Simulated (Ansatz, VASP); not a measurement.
# HfO2: VASP beside Ansatz

```
Hf O
1.0
     0.00000    2.54876    2.54876
     2.54876    0.00000    2.54876
     2.54876    2.54876    0.00000
Hf O
1 2
Direct
  0.00000 0.00000 0.00000
  0.75000 0.75000 0.75000
  0.25000 0.25000 0.25000
```

Alike in both runs: functional PBE; k mesh 8 × 8 × 8; occupations gaussian, width 0.02 eV; no spin polarisation.

Ansatz relaxed the structure, and its values are those at the end. VASP's run is a single point on that final structure, the one shown.

|  | VASP | Ansatz |
| --- | --- | --- |
| version | VASP 6.6.1 | Ansatz 0.2.0 |
| potentials or method | VASP PAW PBE potentials, release 64 (Hf_pv, O) | scalar-relativistic, plane waves, PAW |
| plane-wave cutoff (eV) | 520 | 420 |
| valence electrons in the cell | 22 | 38 |

VASP gave:

- gap on the k mesh at the Fermi level (eV): 3.76
- least direct gap on the mesh (eV): 3.76
- pressure (GPa): -3.6

Question: What did Ansatz give for the same quantities?

Answer: gap on the k mesh at the Fermi level (eV): 3.75; least direct gap on the mesh (eV): 3.75; pressure (GPa): 0.0.

The functional is the same, so the differences come from potentials, cutoffs and numerics. The two sets of potentials don't hold the same shells in valence.

Caveats: spin-orbit coupling is left out, which moves the levels of the heavy elements. A k mesh can miss the band edges.
